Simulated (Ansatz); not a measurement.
**All-electron card of ZrO2**

```
CELL_PARAMETERS angstrom
3.59610 0.00000 0.00000
0.00000 3.59610 0.00000
0.00000 0.00000 5.17700
ATOMIC_POSITIONS crystal
Zr 0.00000 0.00000 0.00000
Zr 0.50000 0.50000 0.50000
O 0.00000 0.50000 0.20300
O 0.00000 0.50000 0.70300
O 0.50000 0.00000 0.29700
O 0.50000 0.00000 0.79700
```

Atoms are numbered in the order listed.

The cell comes from COD entry 2300612, which wasn't checked; take it as a given geometry.

Levels of theory: DFT, PBE, all-electron LAPW, scalar-relativistic (Ansatz 0.2.0); DFT, PBE, PAW with Ansatz's default frozen-core files, scalar-relativistic (Ansatz 0.2.0); DFT, PBE, all-electron PAW with datasets made for the crystal, scalar-relativistic (Ansatz 0.2.0).

For LAPW: a Γ-centred 6×6×4 k mesh, Fermi–Dirac smearing of 0.01 eV, basis error target 0.5 meV/atom, no spin polarisation. PAW takes a cutoff of 420 eV at this cell. The crystal-made all-electron datasets (AE datasets) take a cutoff of 400 eV at this cell. The Ansatz runs share mesh, smearing and spin set-up. Values come from LAPW unless marked.

No spin–orbit coupling: at heavy atoms the gradients can be off by tens of per cent for that reason.

```yaml
Löwdin_charges_with_0.18_e_of_the_cell_spilling_out_of_the_atomic_basis_so_their_sizes_and_signs_hang_on_that_basis: Zr1 1.47, O3 -0.69 e
Volume_per_atom: 11.16 Å³
```

(1) Predict this quantity. Smallest direct gap on the path.

(2) Predict this quantity. Stress xx, yy, zz (compression positive).

(3) Predict this quantity. Bader charges (from the PAW run).

(4) Give the computed value. Band gap.

(5) Give the computed value. Field gradients Vzz (crystal-made datasets).

(6) Largest force: what does the calculation give?

(7) Pressure at this cell: what does the calculation give?

## Answers

(1) 4.13 eV.

(2) 4.92, 4.92, 5.88 GPa.

(3) Zr1 +2.61, O3 -1.31 e.

(4) 4.01 eV, indirect from the line M (0.5, 0.5, 0)–Γ to Γ.

(5) Zr1 4.82 (η = 0.00), O3 0.90 (η = 0.15) in 10²¹ V/m².

(6) 0.044 eV/Å on O3.

(7) 5.24 GPa.
